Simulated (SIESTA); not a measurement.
## MgO under changes of volume

One of the cells (11.804 Å³/atom); the others are scaled copies at fixed shape and fractional positions:

```
Mg O
1.0
     3.30779    0.00000    0.00000
    -1.65389    2.86463    0.00000
     0.00000    0.00000    4.98288
Mg O
2 2
Direct
  0.66667 0.33333 0.50216
  0.33333 0.66667 0.00216
  0.66667 0.33333 0.90244
  0.33333 0.66667 0.40244
```

Measurements of this composition are mostly on another form, of space group No. 225.

* Program: SIESTA 5.4.2
* Functional: LDA
* Potentials or basis: PseudoDojo 0.4 standard (LDA files)
* Basis: DZP (energy shift 0.003 Ry; two zetas on semicore shells)
* Grid cutoff: 800 Ry
* Energy shift: 0.003 Ry
* k mesh: 9 × 9 × 6
* Occupations: fermi-dirac, width 0.05 eV
* Spin: no spin polarisation

```tsv
volume (Å³/atom)	energy over the lowest point (meV/atom)	pressure (GPa)	gap on the mesh (eV)	largest force (eV/Å)
11.096	16.39	8.3	3.60	0.098
11.332	6.58	5.1	3.48	0.073
11.568	1.26	2.2	3.36	0.049
11.804	0.00	-0.4	3.25	0.028
12.040	?	?	?	?
12.276	8.15	-4.9	3.04	0.010
12.512	16.85	-6.8	2.95	0.028
```

Q: What does the run at 12.040 Å³/atom give?

A: Energy over the lowest point 2.42 meV/atom; pressure -2.8 GPa; gap on the mesh 3.15 eV; largest force 0.009 eV/Å.

Worked out: A Birch-Murnaghan fit of order 3 (a polynomial in V^(-2/3)) to the other rows has its minimum at 11.76 Å³/atom with B0 = V·E''(V) = 126 GPa and B' = 4.1 at fixed shape and positions, which overstates the stiffness. It gives 2.42 meV/atom at 12.040 Å³/atom, against the run's 2.42, and -dE/dV = -2.8 GPa, against -2.8. A straight line through the other rows of the gap, of slope -5.43 eV per unit of ln V (its deformation potential), gives 3.15 eV, against the run's 3.15.

Energies are extrapolated to zero smearing.

Caveats: an odd mesh through Γ misses points on the zone boundary, where band edges often lie; the basis of atomic orbitals isn't converged, which shifts pressures, moduli and gaps.
